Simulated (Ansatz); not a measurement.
# What moves the field gradients of LaH3O3?

Cell of run 1: a computed structure from the Materials Project (it need not be an observed phase).

```yaml
crystal:
  lattice:
    - [3.83109, 0.00000, 0.00000]
    - [0.27368, 6.56521, 0.00000]
    - [0.25209, 3.23976, 5.75856]
  atoms:
    - { symbol: La, position: [0.21750, 0.66086, 0.66398] }
    - { symbol: La, position: [0.72726, 0.33053, 0.32637] }
    - { symbol: H, position: [0.13032, 0.71366, 0.12977] }
    - { symbol: H, position: [0.23594, 0.13151, 0.13864] }
    - { symbol: H, position: [0.24267, 0.13878, 0.69914] }
    - { symbol: H, position: [0.75740, 0.27164, 0.86169] }
    - { symbol: H, position: [0.64251, 0.86120, 0.85104] }
    - { symbol: H, position: [0.64394, 0.84490, 0.28776] }
    - { symbol: O, position: [0.23469, 0.61246, 0.07201] }
    - { symbol: O, position: [0.25419, 0.07574, 0.30460] }
    - { symbol: O, position: [0.21888, 0.30708, 0.59484] }
    - { symbol: O, position: [0.72871, 0.38939, 0.91077] }
    - { symbol: O, position: [0.71189, 0.91473, 0.68851] }
    - { symbol: O, position: [0.73906, 0.68677, 0.38471] }
```

Atom numbers follow the list; atoms alike are taken as one site, whose name carries the number of the first.

All runs are DFT with Ansatz 0.2.0 (plane waves and PAW, scalar-relativistic unless spin–orbit coupling is named, Γ-centred meshes, Fermi–Dirac smearing where given) in this cell.

Run 1: PBE, atoms as given; 420 eV, 6×4×4 k-points, smearing 0.02 eV.
Run 2: r2SCAN, atoms as given; 500 eV, 6×4×4 k-points, smearing 0.02 eV.
Run 3: PBE with spin–orbit coupling, atoms as given; 420 eV, 6×4×4 k-points, smearing 0.02 eV.

```json
{"run": "1", "La1 V_zz (η)": "-5.52 (0.32)", "O9 V_zz (η)": "11.84 (0.07)", "O10 V_zz (η)": "12.46 (0.11)", "O11 V_zz (η)": "12.21 (0.08)", "O12 V_zz (η)": "12.38 (0.07)"}
{"run": "2", "La1 V_zz (η)": "?", "O9 V_zz (η)": "?", "O10 V_zz (η)": "?", "O11 V_zz (η)": "?", "O12 V_zz (η)": "?"}
{"run": "3", "La1 V_zz (η)": "-5.55 (0.32)", "O9 V_zz (η)": "11.84 (0.07)", "O10 V_zz (η)": "12.46 (0.11)", "O11 V_zz (η)": "12.22 (0.08)", "O12 V_zz (η)": "12.39 (0.07)"}
```

V_zz in 10²¹ V/m²; 5 of the 14 sets of like atoms are followed.

**Question.** Estimate the row of run 2.

**Answer.** La1: -5.50 (0.33); O9: 12.48 (0.06); O10: 13.14 (0.09); O11: 12.87 (0.07); O12: 13.05 (0.07). It lies nearest to run 3, from whose tensors on these sites it differs by 0.67 at most (largest principal value of the difference, on O10). Taken one at a time, the functional (r2SCAN with its higher cutoff) moves the tensors on these sites by up to 0.68 (largest principal value of the change, on O10), spin–orbit coupling by 0.02 (La1).

In runs 1, 2, 3 the atoms aren't at the calculated equilibrium (largest force 0.36, 0.76, 0.35 eV/Å).
